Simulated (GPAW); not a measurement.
Write an ASE script for GPAW 26.7.0 that does the following.

- Task: dielectric tensor
- Functional: PBE
- Potentials or basis: GPAW PAW data sets (gpaw-data 1.2.1)
- Cutoff: 400 eV
- Basis: pw
- k mesh: 7 × 7 × 4
- Occupations: fermi-dirac, width 0.001 eV
- Spin: no spin polarisation
- Response ecut: 80 eV
- Maxiter: 150
- Response k mesh: 10 × 10 × 6
- Response bands: 58
- Kernels: ["RPA"]
- Coarser k mesh: 10 × 10 × 6

The system is ZnS (Wurtzite-2H).

```xyz
4
Lattice="3.8110 0.0000 0.0000 -1.9055 3.3004 0.0000 0.0000 0.0000 6.2340" Properties=species:S:1:pos:R:3 pbc="T T T"
Zn    1.9055    1.1001    3.1170
Zn    0.0000    2.2003    0.0000
S     1.9055    1.1001    5.5171
S     0.0000    2.2003    2.4001
```

The input as run:

run.py

```python
import numpy as np
from ase import Atoms
from ase.dft.bandgap import bandgap
from ase.io import write
from gpaw import GPAW, PW
from gpaw.response.df import DielectricFunction

atoms = Atoms(['Zn', 'Zn', 'S', 'S'],
              cell=[[3.811, 0.0, 0.0],
                    [-1.9055, 3.3004228138, 0.0],
                    [0.0, 0.0, 6.234]],
              scaled_positions=[[0.6666666667, 0.3333333333, 0.5],
                                [0.3333333333, 0.6666666667, 0.0],
                                [0.6666666667, 0.3333333333, 0.885],
                                [0.3333333333, 0.6666666667, 0.385]],
              pbc=True)

calc = GPAW(mode=PW(400),
            xc='PBE',
            kpts={'size': (7, 7, 4), 'gamma': True},
            occupations={'name': 'fermi-dirac', 'width': 0.001},
            nbands=31,
            convergence={'density': 1e-06},
            maxiter=150,
            txt='gpaw.txt')
atoms.calc = calc
energy = atoms.get_potential_energy()
calc.write('gs.gpw')
write('result.traj', atoms)
print(f'Energy: {energy:.6f} eV')
print('Fermi level:', round(calc.get_fermi_level(), 4), 'eV')
print(f'Gap: {bandgap(calc)[0]:.4f} eV, direct: {bandgap(calc, direct=True)[0]:.4f} eV')

for size in [(10, 10, 6)]:
    name = 'x'.join(str(n) for n in size)
    dense = calc.fixed_density(kpts={'size': size, 'gamma': True},
                               nbands=64, convergence={'bands': 58, 'eigenstates': 1e-7},
                               update_fermi_level=True, txt=f'dense-{name}.txt')
    dense.write(f'{name}.gpw', mode='all')
    df = DielectricFunction(f'{name}.gpw', frequencies=np.array([0.0]), hilbert=False, eta=0.001,
                            ecut=80, nbands=58, intraband=False, txt=f'df-{name}.txt')
    for xc in ['RPA']:
        for direction in ['x', 'y', 'z', [0, 1, 1], [1, 0, 1], [1, 1, 0]]:
            e0, e = df.get_macroscopic_dielectric_constant(xc=xc, direction=direction)
            print(f'{name} {xc} {direction}: {e0:.4f} without, {e:.4f} with local fields')
```

Potentials or basis: GPAW PAW data sets (gpaw-data 1.2.1), pw.

Launch:

```sh
$ OMP_NUM_THREADS=1 python run.py
```

It gave:

The band gap on the k mesh is 2.24 eV, direct and the electronic dielectric tensor (diagonal) is 5.49, 5.49, 5.55.

Caveat: the long-wavelength limit can be off by several per cent where d states take part.

Run time: 2.4 min on 1 thread of Intel(R) Xeon(R) CPU @ 2.60GHz (Ice Lake), on a shared host, peak memory 0.44 GiB.
